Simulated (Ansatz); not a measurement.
Input deck for Ansatz 0.2.0, then the block of the output on the nuclei.

The cell is a COD entry, relaxed with PBE at fixed cell and then changed (volume scaled by 1.06, ions relaxed).

```yaml
crystal:
  lattice:
    - [4.3522173325, 0.0, 0.0]
    - [0.0, 4.3522173325, 0.0]
    - [0.0, 0.0, 4.3522173325]
  atoms:
    - { symbol: Cu, position: [0.25, 0.25, 0.25] }
    - { symbol: Cu, position: [0.25, 0.75, 0.75] }
    - { symbol: Cu, position: [0.75, 0.75, 0.25] }
    - { symbol: Cu, position: [0.75, 0.25, 0.75] }
    - { symbol: O, position: [0.0, 0.0, 0.0] }
    - { symbol: O, position: [0.5, 0.5, 0.5] }
kpoints:
  mp_grid: { grid: [7, 7, 7] }
scf:
  occupations: { method: fermi_dirac, width: 0.02 }
hamiltonian:
  xc: pbe
  pseudopotentials: { kind: paw }
output:
  forces: true
  stress: true
  populations: true
  efg:
    quadrupole_moments_barn: { Cu: -0.22, O: -0.02558 }
    contact_densities: true
relax:
  f_tol: 0.02
  max_steps: 60
```

```sh
ansatz run input.yaml --threads 1 --pin off --max-ram 3072MiB --backend cpu --events-out ev --progress --plain --runs-dir out
```

The run relaxes the ions first, and the block belongs to the relaxed positions.

Of the output, the block on the nuclei alone is shown; the set-up, the SCF iterations, energies, forces and stress are cut.

```
--- PAW observables at the nuclei: V_zz in 10²¹ V/m², potentials from the cell's mean, atoms counted from 1 ---
  atom   1  Cu V_zz =    -4.181903   η = 0.0000   by run symmetry: allowed   C_q = +22.2459 MHz
            electrostatic potential = -3755.725696 V   contact ρ = 147555.005609 e/Å³
  atom   2  Cu V_zz =    -4.181903   η = 0.0000   by run symmetry: allowed   C_q = +22.2459 MHz
            electrostatic potential = -3755.725696 V   contact ρ = 147555.005609 e/Å³
  atom   3  Cu V_zz =    -4.181903   η = 0.0000   by run symmetry: allowed   C_q = +22.2459 MHz
            electrostatic potential = -3755.725696 V   contact ρ = 147555.005609 e/Å³
  atom   4  Cu V_zz =    -4.181903   η = 0.0000   by run symmetry: allowed   C_q = +22.2459 MHz
            electrostatic potential = -3755.725696 V   contact ρ = 147555.005609 e/Å³
  atom   5  O  V_zz =    -0.000000   η = 0.0000   by run symmetry: forbidden   C_q = +0.0000 MHz
            electrostatic potential = -622.316045 V   contact ρ = 2156.330785 e/Å³
  atom   6  O  V_zz =    -0.000000   η = 0.0000   by run symmetry: forbidden   C_q = +0.0000 MHz
            electrostatic potential = -622.316045 V   contact ρ = 2156.330785 e/Å³
```

The relaxation (1 step) took 4.4 s of wall time (4.4 s of CPU time) and 0.44 GiB at its peak, on 1 thread of Intel Xeon 6975P-C (Granite Rapids) (x86_64; 16 cores open to the job, memory cap 3.0 GiB, no GPU), a shared host with a load of 0.4 a core.

Semilocal functionals underestimate gradients at Cu(I) with two or three neighbours, in Cu₂O by a fifth to nearly a half. With a gap of 0.4 eV on this mesh, the gradients can still move by some per cent as the k-mesh gets denser.
